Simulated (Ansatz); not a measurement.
SrCl2:

```
Sr Cl
1.0
     0.00000    3.48835    3.48835
     3.48835    0.00000    3.48835
     3.48835    3.48835    0.00000
Sr Cl
1 2
Direct
  0.00000 0.00000 0.00000
  0.75000 0.75000 0.75000
  0.25000 0.25000 0.25000
```

Program: Ansatz 0.2.0. Alike in all runs: potentials or basis Ansatz PAW; cell as given; cutoff (eV) 420; smearing fermi-dirac 0.05 eV.

**Question.** Order these runs on this cell by their pressure, lowest first.
A. level PBE; spin off; k mesh 7 × 7 × 7; points for each segment of the path 14
B. level RPBE; spin off; k mesh 4 × 4 × 4
C. level LDA; spin off; k mesh 7 × 7 × 7; points for each segment of the path 14
D. level PBEsol; spin SOC, no magnetisation; k mesh 7 × 7 × 7; points for each segment of the path 14

**Answer.** C (-2.8 GPa), D (-1.1 GPa), A (1.0 GPa), B (3.0 GPa).

Caveats: the PAW data sets come from PBE, with cores solved anew for the run's functional, which leaves a small shift of forces and pressure (some runs); the potentials were made for another functional, which shifts forces and pressure (some runs); the density of states is complete only up to the lowest level of the last band computed (some runs).

Not every run made on this cell is shown here.
